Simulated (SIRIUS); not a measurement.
PbSe (Clausthalite) under changes of volume

One of the cells (28.671 Å³/atom); the others are scaled copies at fixed shape and fractional positions:

```xyz
2
Lattice="0.0000 3.0606 3.0606 3.0606 0.0000 3.0606 3.0606 3.0606 0.0000" Properties=species:S:1:pos:R:3 pbc="T T T"
Pb    0.0000    0.0000    0.0000
Se    3.0606    3.0606    3.0606
```

* Program: SIRIUS 7.12.0
* Functional: AM05
* Potentials or basis: all-electron FP-LAPW
* Cutoff: 167 eV
* Basis: apw+lo standard
* k mesh: 8 × 8 × 8
* Occupations: fermi-dirac, width 0.05 eV
* Spin: no spin polarisation

| volume (Å³/atom) | energy over the lowest point (meV/atom) | gap on the mesh (eV) |
| --- | --- | --- |
| 26.951 | 18.47 | 0.04 |
| 27.524 | 8.04 | 0.12 |
| 28.097 | 1.98 | 0.20 |
| 28.671 | 0.00 | 0.27 |
| 29.244 | ? | ? |
| 29.818 | 6.52 | 0.39 |
| 30.391 | 14.31 | 0.45 |

Question: What does the run at 29.244 Å³/atom give?

Answer: Energy over the lowest point 1.53 meV/atom; gap on the mesh 0.33 eV.

Worked out: A Birch-Murnaghan fit of order 3 (a polynomial in V^(-2/3)) to the other rows has its minimum at 28.69 Å³/atom with B0 = V·E''(V) = 50 GPa and B' = 4.2. It gives 1.62 meV/atom at 29.244 Å³/atom, against the run's 1.53.

Energies are extrapolated to zero smearing.

Caveats: spin-orbit coupling is left out, which as a rule narrows the gap of such compounds by several tenths of an eV.

A mesh can miss the band edges.
